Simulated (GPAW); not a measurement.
Runs of GPAW 26.7.0 on MgS. The structure is cubic, space group F-43m (No. 216). Conventional cell: a = 5.666 Å, b = 5.666 Å, c = 5.666 Å, α = 90.00°, β = 90.00°, γ = 90.00°. Around S (site symmetry -43m) lie 4 Mg at 2.45 Å. Mg (site symmetry -43m) is surrounded by 4 S at 2.45 Å. The cell comes from a database or a generator and needn't be the stable form of this composition.

```csv
task,level,potentials or basis,k mesh,cutoff (eV),smearing,maxiter,convergence,response ecut,response k mesh,response bands,gap on the mesh (eV),pressure (GPa)
single point,LDA,"the program's PAW data sets (release 1.2.1) made for this functional, pw",7 × 7 × 7,600,fermi-dirac 0.05 eV,120,default,-,-,-,3.17,-2.2
dielectric tensor,PBEsol,"PAW data sets generated in the run's folder for this functional, pw",7 × 7 × 7,600,fermi-dirac 0.001 eV,150,-,80 eV,20 × 20 × 20,28,3.28,-
single point,PBEsol,"PAW data sets generated in the run's folder for this functional, pw",7 × 7 × 7,600,fermi-dirac 0.05 eV,120,default,-,-,-,3.28,-0.4
one-shot levels on a semilocal density,r2SCAN,"GPAW PAW data sets (gpaw-data 1.2.1), pw",5 × 5 × 5,550,fermi-dirac 0.001 eV,150,-,-,-,-,(a),-
```

Alike in all rows: no spin polarisation; cell as given.

Q: Fill in the values left out.

A: (a) 4.13.

Caveats: the cutoff is short for stress and forces, so pressures can be off by a GPa or more (some runs); the long-wavelength limit can be off by a per cent or two (some runs); energy and the plain gap are those of the semilocal run (some runs); the hybrids' values are one shot on its orbitals and mesh (some runs); the PAW data sets were made with another functional, which shifts forces and pressure a little (some runs).

A k mesh can miss the band edges.
